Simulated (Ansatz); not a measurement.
Runs of Ansatz 0.2.0 on AlN. Symmetry: F-43m, No. 216, cubic system. Conventional cell: a = 4.368 Å, b = 4.368 Å, c = 4.368 Å, α = 90.00°, β = 90.00°, γ = 90.00°. Al (site symmetry -43m) has 4 N at 1.89 Å as nearest neighbours. N (site symmetry -43m) has 4 Al at 1.89 Å as nearest neighbours. Measurements of this composition are mostly on another form, of space group No. 186.

| task | level | cell | smearing | gap on the mesh (eV) | pressure (GPa) | relaxed volume (Å³/atom) |
| --- | --- | --- | --- | --- | --- | --- |
| relaxation of cell and atoms | BLYP+D4 | relaxed | fermi-dirac 0.05 eV | (a) | 0.0 | 10.33 |
| single point | PBE | as given | gaussian 0.02 eV | 3.33 | 4.9 | - |
| single point | PBE | as given | gaussian 0.019 eV | 3.33 | 4.9 | - |
| relaxation of cell and atoms | PBE+D4 | relaxed | fermi-dirac 0.05 eV | 3.33 | 0.0 | 10.43 |
| relaxation of cell and atoms | RPBE | relaxed | fermi-dirac 0.05 eV | (b) | 0.0 | 10.87 |

Alike in all rows: potentials or basis Ansatz PAW; no spin polarisation; k mesh 10 × 10 × 10; cutoff (eV) 420.

**Question.** Estimate the missing entries.

**Answer.** (a) 3.69; (b) 3.34.

Caveats: the plane-wave basis is chosen anew once the cell has moved, so the energies of steps on either side of that aren't comparable (some runs); the PAW data sets come from PBE, with cores solved anew for the run's functional, which leaves a small shift of forces and pressure (some runs).

A k mesh can miss the band edges.
